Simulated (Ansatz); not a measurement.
Write the native input for Ansatz 0.2.0 that does the following.

* Task: relaxation of cell and atoms
* Functional: RPBE
* Potentials or basis: Ansatz PAW
* Cutoff: 420 eV (not typed: the program's choice for these potentials)
* k mesh: 9 × 9 × 4
* Occupations: fermi-dirac, width 0.05 eV
* Spin: no spin polarisation

Crystal: MoS2.

```
CELL_PARAMETERS angstrom
3.22746 0.00000 0.00000
-1.61373 2.79507 0.00000
0.00000 0.00000 6.31247
ATOMIC_POSITIONS crystal
Mo 0.00000 0.00000 0.50000
S 0.66667 0.33333 0.74468
S 0.33333 0.66667 0.25532
```

Measurements of this composition are mostly on another form, of space group No. 194.

The input as run:

input.yaml

```yaml
crystal:
  lattice:
    - [3.2274645616, 0.0, 0.0]
    - [-1.6137322808, 2.7950663001, 0.0]
    - [0.0, 0.0, 6.31247342]
  atoms:
    - { symbol: Mo, position: [0.0, 0.0, 0.5] }
    - { symbol: S, position: [0.6666666667, 0.3333333333, 0.74468068] }
    - { symbol: S, position: [0.3333333333, 0.6666666667, 0.25531932] }
hamiltonian:
  xc: rpbe
  pseudopotentials: { kind: paw }
kpoints:
  mp_grid: { grid: [9, 9, 4] }
scf:
  occupations: { method: fermi_dirac, width: 0.05 }
output:
  forces: true
  stress: true
relax:
  f_tol: 0.01
  max_steps: 40
  cell: { stress_tol: 0.05 }
```

Potentials or basis: Ansatz PAW.

Run with:

```bash
$ ansatz run input.yaml --threads 2 --pin off --max-ram 5632MiB --backend cpu --events-out ev --progress --plain --runs-dir out
```

Results of the run:

```
Relaxed volume                         : 24.07 Å³/atom
Relaxed cell                           : a = 3.225 Å, b = 3.225 Å, c = 8.018 Å, α = 90.00°, β = 90.00°, γ = 120.00°
Space group after relaxing (to 0.05 Å) : P-3m1 (No. 164)
Energy gained by relaxing              : 29.8 meV/atom
Ionic steps                            : 13
Pressure after relaxing                : 0.0 GPa
```

Caveat: the volume moved by over 15 % at a fixed basis, so the end points are rough; the plane-wave basis is chosen anew once the cell has moved, so the energies of steps on either side of that aren't comparable; this functional lacks dispersion, which binds the layers, so the pressure and a relaxed spacing across them are unreliable, and here the layers came unbound; the PAW data sets come from PBE, with cores solved anew for the run's functional, which leaves a small shift of forces and pressure.

Wall time 46 s on 2 threads of Intel(R) Xeon(R) Processor @ 2.50GHz (Skylake/Cascade Lake) (shared host), peak memory 0.4 GiB.
